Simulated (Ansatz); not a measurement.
We consider rutile GeO2, described by HSE06 in Ansatz (PAW).

Numerical settings: plane-wave cutoff 460 eV, 6×6×8 k mesh (along the axes of the cell as run), Fermi–Dirac smearing 0.01 eV, scalar-relativistic PAW data made under PBE.

Cell (measured lattice):

```yaml
crystal:
  lattice:
    - [4.39700, 0.00000, 0.00000]
    - [0.00000, 4.39700, 0.00000]
    - [0.00000, 0.00000, 2.86300]
  atoms:
    - { symbol: Ge, position: [0.00000, 0.00000, 0.00000] }
    - { symbol: Ge, position: [0.50000, 0.50000, 0.50000] }
    - { symbol: O, position: [0.30562, 0.30562, 0.00000] }
    - { symbol: O, position: [0.80562, 0.19438, 0.50000] }
    - { symbol: O, position: [0.19438, 0.80562, 0.50000] }
    - { symbol: O, position: [0.69438, 0.69438, 0.00000] }
```

Task: Give the computed band gap.

Result: 
- band gap: 3.86 eV (on the SCF k mesh) (direct)

Measured, for comparison: band gap 4.68 eV (temperature not stated, no zero-point or thermal correction, direct (forbidden), UV absorption; as tabulated in Mengle et al. (2019), arXiv:1905.10301).

Note: cell and atoms aren't relaxed at this level (largest force component 0.06 eV/Å, pressure 0.9 GPa).

Spin–orbit coupling is not included.

Ansatz is a program for electronic structure.
